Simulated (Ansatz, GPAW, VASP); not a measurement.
One calculation of SrO, 4 ways

```
Sr O
1.0
     0.00000    2.56630    2.56630
     2.56630    0.00000    2.56630
     2.56630    2.56630    0.00000
Sr O
1 1
Direct
  0.50000 0.50000 0.50000
  0.00000 0.00000 0.00000
```

Alike in all runs: task band structure; functional revPBE; k mesh 9 × 9 × 9; occupations fermi-dirac, width 0.05 eV; no spin polarisation; no spin-orbit coupling. Pressure is positive in compression and, in plane waves, holds the error of the finite cutoff, which Ansatz's Pulay term estimates and takes out.

| program and potentials | plane-wave cutoff (eV) | notes | band gap (eV) | pressure (GPa) |
| --- | --- | --- | --- | --- |
| Ansatz, Ansatz PAW | 420 | potentials made for PBE, which Ansatz adapts in part; Pulay term of +0.33 GPa included | 3.46 | 5.59 |
| Ansatz, all-electron LAPW, scalar-relativistic | - | - | ? | ? |
| VASP, PBE PAW files O, Sr_sv, 520 eV | 520 | potentials made for PBE | 3.41 | 6.20 |
| GPAW, the program's PAW data sets (release 1.2.1) made for this functional | 800 | - | 3.51 | 6.09 |

Problem. Estimate from the other rows what the run with Ansatz, all-electron LAPW, scalar-relativistic gave.

Solution. Band gap 3.46 eV; pressure 5.58 GPa. The other rows, which needn't bracket it: band gap 3.41 to 3.51; pressure 5.59 to 6.20.
